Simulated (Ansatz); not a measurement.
Wanted: the native input for an Ansatz 0.2.0 run.

```yaml
Task: single point
Functional: PBE
Potentials_or_basis: all-electron LAPW, scalar-relativistic
Cutoff: 446 eV (chosen from the basis error)
Basis_error_allowed: 0.001 eV/atom
k_mesh: 13 × 13 × 13
Occupations: gaussian, width 0.028 eV
Spin: no spin polarisation
```

Crystal: BN.

```
CELL_PARAMETERS angstrom
0.00000 1.81300 1.81300
1.81300 0.00000 1.81300
1.81300 1.81300 0.00000
ATOMIC_POSITIONS crystal
N 0.25000 0.25000 0.25000
B 0.00000 0.00000 0.00000
```

The cell is a database's computed one.

One way to write it, as run:

input.yaml

```yaml
crystal:
  lattice:
    - [0.0, 1.813001, 1.813001]
    - [1.813001, 0.0, 1.813001]
    - [1.813001, 1.813001, 0.0]
  atoms:
    - { symbol: "N", position: [0.25, 0.25, 0.25] }
    - { symbol: B, position: [0.0, 0.0, 0.0] }
kpoints:
  mp_grid: { grid: [13, 13, 13] }
scf:
  occupations: { method: gaussian, width: 0.028 }
hamiltonian:
  xc: pbe
  pseudopotentials: { kind: all_electron, lapw: { basis_error: 0.001 } }
output:
  forces: true
  stress: true
  eigenvalues: true
```

Potentials or basis: all-electron LAPW, scalar-relativistic.

Run with:

```sh
$ ansatz run input.yaml --threads 1 --pin off --max-ram 3072MiB --backend cpu --events-out ev --progress --plain --runs-dir out
```

It gave:

The pressure is -0.4 GPa. The band gap on the k mesh is 4.53 eV, indirect (least direct gap 8.78 eV).

Caveat: an odd mesh through Γ misses points on the zone boundary, where band edges often lie.

Run time: 8.7 s on 1 thread of Arm Neoverse V1 (shared host), peak memory 0.25 GiB.
